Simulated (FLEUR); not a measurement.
# PtS2 under changes of volume

One of the cells (18.261 Å³/atom); the others are scaled copies at fixed shape and fractional positions:

```
CELL_PARAMETERS angstrom
3.54320 0.00000 0.00000
-1.77160 3.06850 0.00000
0.00000 0.00000 5.03880
ATOMIC_POSITIONS crystal
Pt 0.00000 0.00000 0.00000
S 0.66667 0.33333 0.77300
S 0.33333 0.66667 0.22700
```

```yaml
Program: FLEUR MaX-R8.1 (later development tree)
Functional: SCAN
Potentials_or_basis: all-electron
Basis: FLAPW
Kmax: 6.09 1/bohr
k_mesh: 9 × 9 × 5
Occupations: fermi-dirac, width 0.05 eV
Spin: no spin polarisation
```

| volume (Å³/atom) | energy over the lowest point (meV/atom) | gap on the mesh (eV) |
| --- | --- | --- |
| 17.165 | 108.05 | 1.38 |
| 17.531 | 68.64 | 1.35 |
| 18.261 | ? | ? |
| 18.992 | 0.00 | 1.23 |
| 19.357 | 0.70 | 1.19 |

What does the run at 18.261 Å³/atom give?

Energy over the lowest point 18.40 meV/atom; gap on the mesh 1.30 eV.

Worked out: A Birch-Murnaghan fit of order 2 (a polynomial in V^(-2/3)) to the other rows has its minimum at 19.12 Å³/atom with B0 = V·E''(V) = 145 GPa at fixed shape and positions, which overstates the stiffness. It gives 18.44 meV/atom at 18.261 Å³/atom, against the run's 18.40. A straight line through the other rows of the gap, of slope -1.56 eV per unit of ln V, gives 1.29 eV, against the run's 1.30.

Energies are extrapolated to zero smearing.

Caveats: core charge leaks out of the spheres, which shifts energies; the meta-GGA is that of a development version, with a GGA for the radial functions and cores and without core tails; spin-orbit coupling is left out, which moves the levels of the heavy elements; an odd mesh through Γ misses points on the zone boundary, where band edges often lie.
